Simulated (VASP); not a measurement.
Write the native input for VASP 6.6.1 that does the following.

```yaml
Task: single point
Functional: PBE
Potentials_or_basis: VASP PAW PBE potentials, release 64 (Zn, Cu)
Cutoff: 520 eV
k_mesh: 6 × 6 × 6
Occupations: gaussian, width 0.1 eV
Spin: no spin polarisation
Dipole_correction: no
Further_INCAR_settings: ALGO = Normal; EDIFF = 1e-06; NBANDS = 18
```

The structure of ZnCu lies in POSCAR:

```
ZnCu
1.0
    2.9675556429      0.0000000000      0.0000000000
    0.0000000000      2.9675556429      0.0000000000
    0.0000000000      0.0000000000      2.9675556429
Zn Cu
1 1
Direct
    0.5000000000      0.5000000000      0.5000000000
    0.0000000000      0.0000000000      0.0000000000
```

The cell comes from a database or a generator and needn't be the stable form of this composition.

The input as run:

INCAR

```
SYSTEM = ZnCu
ALGO = Normal
EDIFF = 1E-6
ENCUT = 520
GGA = PE
ISIF = 2
ISMEAR = 0
LASPH = .TRUE.
LCHARG = .FALSE.
LREAL = .FALSE.
LWAVE = .FALSE.
NBANDS = 18
NELM = 100
PREC = Accurate
SIGMA = 0.1
```

KPOINTS

```
k-points
0
G
  6 6 6
  0 0 0
```

Potentials or basis: VASP PAW PBE potentials, release 64 (Zn, Cu).

Run with:

```console
$ cat potpaw_PBE.64/Zn/POTCAR potpaw_PBE.64/Cu/POTCAR > POTCAR
$ mpirun -np 1 vasp_std > vasp.out
```

Results of the run:

The pressure is 0.7 GPa. The band gap on the k mesh is none (metal or under the smearing width).

It took 3.8 s on 1 thread of Intel(R) Xeon(R) 6975P-C (Granite Rapids), on a shared host, peak memory 0.13 GiB.
